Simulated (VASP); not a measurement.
# Si (Fd-3m) in VASP: settings compared

Aim: see how the results for Si move with the level of theory and the settings. Levels: HSE(alpha, omega). Tasks: single point.

Program: VASP 6.6.1. These are calculated values, not measurements. Logs are shortened: lines on timing, memory, paths and dates and some standing lists are left out, and cuts for length are marked.

### 1 The structure

It takes space group Fd-3m (No. 227, cubic). The conventional cell has a = 5.444 Å, b = 5.444 Å, c = 5.444 Å, α = 90.00°, β = 90.00°, γ = 90.00°. Si (site symmetry -43m) is surrounded by 4 Si at 2.36 Å.

### 2 Single point, HSE(alpha, omega)

Input file POSCAR:

```
Si
1.0
    0.0000000000      2.7218511865      2.7218511865
    2.7218511865      0.0000000000      2.7218511865
    2.7218511865      2.7218511865      0.0000000000
Si
2
Direct
    0.5000000000      0.5000000000      0.5000000000
    0.7500000000      0.7500000000      0.7500000000
```

Input file INCAR.step1:

```
SYSTEM = Si
PREC = Accurate
ENCUT = 520
EDIFF = 1E-5
ISMEAR = -1
SIGMA = 0.05
LREAL = .False.
LASPH = .True.
NELM = 100
ALGO = Normal
ISIF = 2
LWAVE = .True.
NBANDS = 11
GGA = PE
```

Input file INCAR.step2:

```
SYSTEM = Si
PREC = Accurate
ENCUT = 520
EDIFF = 1E-7
ISMEAR = -1
SIGMA = 0.05
LREAL = .False.
LASPH = .True.
NELM = 100
ALGO = Normal
ISIF = 2
LWAVE = .False.
LCHARG = .False.
GGA = PE
LHFCALC = .True.
HFSCREEN = 0.2
AEXX = 0.1
PRECFOCK = Fast
NBANDS = 11
ISTART = 1
```

Input file KPOINTS:

```
regular mesh
0
Gamma
  4 4 4
  0 0 0
```

Potentials or basis: VASP PAW PBE potentials, release 64 (Si).

Command:

```bash
$ cat potpaw_PBE.64/Si/POTCAR > POTCAR
$ cp INCAR.step1 INCAR
$ mpirun -np 1 vasp_std > vasp.out
$ cp INCAR.step2 INCAR
$ mpirun -np 1 vasp_std > vasp.out
```

OUTCAR:

```text
SYSTEM = Si
   PREC = Accurate
   ENCUT = 520
   EDIFF = 1E-7
   ISMEAR = -1
   LREAL = .False.
   LASPH = .True.
   NELM = 100
   ISIF = 2
   GGA = PE
   LHFCALC = .True.
   HFSCREEN = 0.2
   AEXX = 0.1
   PRECFOCK = Fast
   ISTART = 1

 ion  position               nearest neighbor table
   1  0.500  0.500  0.500-   2 2.36   2 2.36   2 2.36   2 2.36
   2  0.750  0.750  0.750-   1 2.36   1 2.36   1 2.36   1 2.36

  LATTYP: Found a face centered cubic cell.
 ALAT       =     5.4437023730

  Lattice vectors:

 A1 = (   0.0000000000,   2.7218511865,   2.7218511865)
 A2 = (   2.7218511865,   0.0000000000,   2.7218511865)
 A3 = (   2.7218511865,   2.7218511865,   0.0000000000)

Analysis of symmetry for initial positions (statically):
=====================================================================
 Subroutine PRICEL returns:
 Original cell was already a primitive cell.

 Routine SETGRP: Setting up the symmetry group for a
 face centered cubic supercell.

 Subroutine GETGRP returns: Found 48 space group operations
 (whereof 24 operations were pure point group operations)
 out of a pool of 48 trial point group operations.

The static configuration has the point symmetry T_d .
 The point group associated with its full space group is O_h .

Analysis of symmetry for dynamics (positions and initial velocities):
=====================================================================
 Subroutine PRICEL returns:
 Original cell was already a primitive cell.

 Routine SETGRP: Setting up the symmetry group for a
 face centered cubic supercell.

 Subroutine GETGRP returns: Found 48 space group operations
 (whereof 24 operations were pure point group operations)
 out of a pool of 48 trial point group operations.

The dynamic configuration has the point symmetry T_d .
 The point group associated with its full space group is O_h .

 Subroutine INISYM returns: Found 48 space group operations
 (whereof 24 operations are pure point group operations),
 and found     1 'primitive' translations

----------------------------------------------------------------------------------------

                                     Primitive cell

  volume of cell :      40.3295

  direct lattice vectors                    reciprocal lattice vectors
     0.000000000  2.721851186  2.721851186    -0.183698507  0.183698507  0.183698507
     2.721851186  0.000000000  2.721851186     0.183698507 -0.183698507  0.183698507
     2.721851186  2.721851186  0.000000000     0.183698507  0.183698507 -0.183698507

  length of vectors
     3.849278863  3.849278863  3.849278863     0.318175148  0.318175148  0.318175148

  position of ions in fractional coordinates (direct lattice)
     0.500000000  0.500000000  0.500000000
     0.750000000  0.750000000  0.750000000

  ion indices of the primitive-cell ions
   primitive index   ion index
                 1           1
                 2           2

----------------------------------------------------------------------------------------

 KPOINTS: regular mesh

Automatic generation of k-mesh.
 Grid dimensions read from file:
 generate k-points for:    4    4    4

 Generating k-lattice:

  Cartesian coordinates                     Fractional coordinates (reciprocal lattice)
    -0.045924627  0.045924627  0.045924627     0.250000000  0.000000000  0.000000000
     0.045924627 -0.045924627  0.045924627     0.000000000  0.250000000  0.000000000
     0.045924627  0.045924627 -0.045924627     0.000000000  0.000000000  0.250000000

  Length of vectors
     0.079543787  0.079543787  0.079543787

  Shift w.r.t. Gamma in fractional coordinates (k-lattice)
     0.000000000  0.000000000  0.000000000

 Subroutine IBZKPT returns following result:
 ===========================================

 Found      8 irreducible k-points:

 Following reciprocal coordinates:
            Coordinates               Weight
  0.000000  0.000000  0.000000      1.000000
  0.250000  0.000000  0.000000      8.000000
  0.500000  0.000000  0.000000      4.000000
  0.250000  0.250000  0.000000      6.000000
  0.500000  0.250000  0.000000     24.000000
 -0.250000  0.250000  0.000000     12.000000
  0.500000  0.500000  0.000000      3.000000
 -0.250000  0.500000  0.250000      6.000000
   k-points           NKPTS =      8   k-points in BZ     NKDIM =     64   number of bands    NBANDS=     11
   number of dos      NEDOS =    301   number of ions     NIONS =      2
   total plane-waves  NPLWV =  27000
   dimension x,y,z NGX =    30 NGY =   30 NGZ =   30
   dimension x,y,z NGXF=    60 NGYF=   60 NGZF=   60
   ions per type =               2
   NGX,Y,Z   is equivalent  to a cutoff of  12.96, 12.96, 12.96 a.u.
   NGXF,Y,Z  is equivalent  to a cutoff of  25.91, 25.91, 25.91 a.u.
 SYSTEM =  Si
   PREC   = accura    normal or accurate (medium, high low for compatibility)
   ISTART =      1    job   : 0-new  1-cont  2-samecut
   ICHARG =      0    charge: 1-file 2-atom 10-const
   ISPIN  =      1    spin polarized calculation?
   LNONCOLLINEAR =      F non collinear calculations
   LSORBIT =      F    spin-orbit coupling
   LASPH  =      T    aspherical Exc in radial PAW
   ENCUT  =  520.0 eV  38.22 Ry    6.18 a.u.   7.16  7.16  7.16*2*pi/ulx,y,z
   NELM   =    100;   NELMIN=  2; NELMDL=  0     # of ELM steps
   EDIFF  = 0.1E-06   stopping-criterion for ELM
   LREAL  =      F    real-space projection
   EDIFFG = 0.1E-05   stopping-criterion for IOM
   NSW    =      0    number of steps for IOM
   IBRION =     -1    ionic relax: 0-MD 1-quasi-New 2-CG
   NFREE  =      0    steps in history (QN), initial steepest desc. (CG)
   ISIF   =      2    stress and relaxation
   ISYM   =      3    0-nonsym 1-usesym 2-fastsym
   POTIM  = 0.5000    time-step for ionic-motion
   TEBEG  =    0.0;   TEEND  =   0.0 temperature during run
   PSTRESS=    0.0 pullay stress
   NELECT =       8.0000    total number of electrons
   NUPDOWN=      -1.0000    fix difference up-down
   EMIN   =  10.00;   EMAX   =-10.00  energy-range for DOS
   EFERMI =   0.00;   METHOD = LEGACY
   ISMEAR =    -1;   SIGMA  =   0.05  broadening in eV -4-tet -1-fermi 0-gaus
   EFERMI_NEDOS =   21; number of points for ismear=-14 and -15
   IALGO  =     38    algorithm
   IMIX   =      1    mixing-type and parameters
     AMIX     =   0.40;   BMIX     =  1.00
     AMIX_MAG =   1.60;   BMIX_MAG =  1.00
  volume/ion in A,a.u.               =      20.16       136.08
  Fermi-wavevector in a.u.,A,eV,Ry     =   0.954766  1.804247 12.402783  0.911579
  Thomas-Fermi vector in A             =   2.083543
   LORBIT       =      0    0 simple, 1 ext, 2 COOP (PROOUT), +10 PAW based schemes
   GGA     = PE    functional components
   LHFCALC =     T    Hartree Fock is set to
   PRECFOCK=fast      Normal, Fast or Accurate (Low or Medium for compatibility)
   ENCUT4O =  -1.0   cutoff for four orbital integrals eV
   NKREDX  =     1    reduce k-point grid by
   NKREDY  =     1    reduce k-point grid by
   NKREDZ  =     1    reduce k-point grid by
   AEXX    =    0.1000 exact exchange contribution
   HFSCREEN=    0.2000 screening length (either q_TF or 0.3 A-1)
   HFSCREENC=   0.2000 screening length for correlation (either q_TF or 0.3 A-1)
   ENCUTFOCK=  -1.0 apply spherical cutoff to Coloumb kernel
   IVDW    =     0    specifies the selected vdW correction
   LEPSILON=     F    determine dielectric tensor
   LRPA    =     F    only Hartree local field effects (RPA)
 non-spin polarized calculation
  energy-cutoff  :      520.00
  volume of cell :       40.33
 maximum number of plane-waves:      1106
 NGX is ok and might be reduce to    30
  NGX = 16; NGY = 16; NGZ = 16

 number of electron       8.0000001 magnetization

 Free energy of the ion-electron system (eV)
  ---------------------------------------------------
  ext. energy  EPLUGINS =         0.00000000
  ---------------------------------------------------
  free energy    TOTEN  =       -11.35381759 eV

  energy without entropy =      -11.35380809  energy(sigma->0) =      -11.35381284

 E-fermi :   6.1065     XC(G=0):  -8.7308

 val. band max:        5.6437209916   @ k =   0.0000   0.0000   0.0000
 cond. band min:       6.6039264483   @ k =   0.5000   0.5000   0.0000
 fundamental gap:      0.9602054567
 Fermi energy:         6.1064892783

 k-point     1 :       0.0000    0.0000    0.0000
  band No.  band energies     occupation
      1      -6.7986      2.00000
      2       5.6437      1.99981
      3       5.6437      1.99981
      4       5.6437      1.99981
      5       8.5082      0.00000
      6       8.5082      0.00000
      7       8.5082      0.00000
      8       9.3351      0.00000
      9      13.7811      0.00000
     10      13.7811      0.00000
     11      13.9259      0.00000

 k-point     2 :       0.2500    0.0000    0.0000
  band No.  band energies     occupation
      1      -5.9687      2.00000
      2       1.5885      2.00000
      3       4.8662      2.00000
      4       4.8662      2.00000
      5       7.9567      0.00000
      6       9.4728      0.00000
      7       9.4728      0.00000
      8      12.9508      0.00000
      9      13.2334      0.00000
     10      13.2334      0.00000
     11      14.9920      0.00000

 k-point     3 :       0.5000    0.0000    0.0000
  band No.  band energies     occupation
      1      -4.3790      2.00000
      2      -1.5893      2.00000
      3       4.4044      2.00000
      4       4.4044      2.00000
      5       7.4534      0.00000
      6       9.3032      0.00000
      7       9.3032      0.00000
      8      13.7257      0.00000
      9      16.6754      0.00000
     10      16.6754      0.00000
     11      17.4353      0.00000

 k-point     4 :       0.2500    0.2500    0.0000
  band No.  band energies     occupation
      1      -5.6753      2.00000
      2       2.0084      2.00000
      3       3.7004      2.00000
      4       3.7004      2.00000
      5       7.0321      0.00000
      6       9.0831      0.00000
      7      11.7825      0.00000
      8      11.7825      0.00000
      9      14.1161      0.00000
     10      15.0134      0.00000
     11      17.4701      0.00000

 k-point     5 :       0.5000    0.2500    0.0000
  band No.  band energies     occupation
      1      -3.9750      2.00000
      2      -0.9858      2.00000
      3       2.0138      2.00000
      4       3.3680      2.00000
      5       7.4326      0.00000
      6      10.4204      0.00000
      7      11.7642      0.00000
      8      11.9461      0.00000
      9      16.3111      0.00000
     10      16.6562      0.00000
     11      18.3050      0.00000

 k-point     6 :      -0.2500    0.2500    0.0000
  band No.  band energies     occupation
      1      -4.6761      2.00000
      2      -0.0445      2.00000
      3       1.7894      2.00000
      4       4.2785      2.00000
      5       8.3892      0.00000
      6      10.8031      0.00000
      7      11.1106      0.00000
      8      12.1716      0.00000
      9      12.4585      0.00000
     10      15.7378      0.00000
     11      18.6884      0.00000

 k-point     7 :       0.5000    0.5000    0.0000
  band No.  band energies     occupation
      1      -2.4870      2.00000
      2      -2.4870      2.00000
      3       2.6928      2.00000
      4       2.6928      2.00000
      5       6.6039      0.00010
      6       6.6039      0.00010
      7      16.2539      0.00000
      8      16.2539      0.00000
      9      17.1068      0.00000
     10      17.1068      0.00000
     11      18.6637      0.00000

 k-point     8 :      -0.2500    0.5000    0.2500
  band No.  band energies     occupation
      1      -2.3185      2.00000
      2      -2.3185      2.00000
      3       1.6845      2.00000
      4       1.6845      2.00000
      5      10.2277      0.00000
      6      10.2277      0.00000
      7      11.0135      0.00000
      8      11.0135      0.00000
      9      16.7185      0.00000
     10      16.7185      0.00000
     11      19.1812      0.00000

------------------------ aborting loop because EDIFF is reached ----------------------------------------

  FORCE on cell =-STRESS in cart. coord.  units (eV):
  Direction    XX          YY          ZZ          XY          YZ          ZX
  --------------------------------------------------------------------------------------
  -------------------------------------------------------------------------------------
  Total        0.2822270      0.2822270      0.2822270      0.0000000      0.0000000      0.0000000
  in kB       11.2120744     11.2120744     11.2120744      0.0000000      0.0000000      0.0000000
  external PRESSURE =      11.2120744 kB  Pullay stress =       0.0000000 kB

 VOLUME and BASIS-vectors are now :
 -----------------------------------------------------------------------------
  energy-cutoff  :      520.00
  volume of cell :       40.33
      direct lattice vectors                 reciprocal lattice vectors
     0.000000000  2.721851186  2.721851186    -0.183698507  0.183698507  0.183698507
     2.721851186  0.000000000  2.721851186     0.183698507 -0.183698507  0.183698507
     2.721851186  2.721851186  0.000000000     0.183698507  0.183698507 -0.183698507

 POSITION                                       TOTAL-FORCE (eV/Angst)
 -----------------------------------------------------------------------------------
      2.72185      2.72185      2.72185        -0.000000      0.000000      0.000000
      4.08278      4.08278      4.08278         0.000000     -0.000000     -0.000000
 -----------------------------------------------------------------------------------
    total drift:                               -0.000000     -0.000000     -0.000000

  FREE ENERGIE OF THE ION-ELECTRON SYSTEM (eV)
  ---------------------------------------------------
  free  energy   TOTEN  =       -11.3538175936 eV

  energy  without entropy=      -11.3538080919  energy(sigma->0) =      -11.35381284
```

Run time: 48 s. Hardware: 1 thread of Intel Xeon Platinum 8375C at 2.90GHz (Ice Lake), shared host; peak memory 0.25 GiB.

Results:

```
Free energy            : -11.3538 eV
Pressure               : 1.1 GPa
Band gap on the k mesh : 0.96 eV, indirect (least direct gap 2.86 eV)
```

Caveat: the k mesh is coarse (spacing up to 0.50 Å⁻¹), so the values aren't converged, least of all with exact exchange; the PAW data sets were made with another functional, which shifts forces and pressure a little.

(Part 1 of 2 ends here.)
